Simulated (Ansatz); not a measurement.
Here is an unrelaxed guess for Al.

```cif
data_structure
_symmetry_space_group_name_H-M 'P-6m2'
_symmetry_Int_Tables_number 187
_cell_length_a 2.8684
_cell_length_b 2.8684
_cell_length_c 13.9427
_cell_angle_alpha 90.000
_cell_angle_beta 90.000
_cell_angle_gamma 120.000
_cell_volume 99.35
loop_
_atom_site_label
_atom_site_type_symbol
_atom_site_symmetry_multiplicity
_atom_site_Wyckoff_symbol
_atom_site_fract_x
_atom_site_fract_y
_atom_site_fract_z
_atom_site_occupancy
Al1 Al 1 a 0.00000 0.00000 0.00000 1
Al2 Al 2 i 0.66667 0.33333 0.83533 1
Al3 Al 2 g 0.00000 0.00000 0.66764 1
Al4 Al 1 f 0.66667 0.33333 0.50000 1
```

These are results of DFT PBE, scalar-relativistic, plane waves, PAW (Ansatz), not measurements. Plane waves to 420 eV, a k mesh through Γ of 6×6×2 on the computed 6-atom cell and Gaussian smearing (0.10 eV); no spin polarisation.

Energies count from the standard state of Al at the same level.

**Question.** What does a single point on this coarse mesh give?

**Answer.** The pressure is 0.6 GPa (the mean over three directions, positive in compression), the largest force is 0.12 eV/Å, and the energy is +0.02 eV/atom against the standard state. The shortest distance is 2.83 Å.

**Question.** Is it a good guess?

**Answer.** A fair one: relaxing gains under 0.1 eV/atom (the start's value is from the coarse mesh, so the gain is rough) in 4 ionic steps and ends at +0.03 eV/atom on the finer mesh. The symmetry goes from P-6m2 (No. 187) to P6_3/mmc (No. 194), and the primitive cell from 6 to 2 atoms. The end has the hcp type. The volume per atom grows by 0.5 %, from 16.6 to 16.6 Å³. The shortest distance goes from 2.83 Å (Al–Al) to 2.86 Å (Al–Al). Conventional cell: a = 2.857 Å, c = 4.710 Å. Al is surrounded by 12 Al at 2.86–2.87 Å.

The last run used an 18×18×4 mesh (in the run's order of axes) for its 6-atom cell and Gaussian smearing of 0.10 eV. For metals, differences of a few meV/atom aren't resolved. The relaxation can't lower the symmetry of the start, and the grade says only how near the guess is to its own end. Symmetry constrained the relaxation, so the result can be a saddle point.
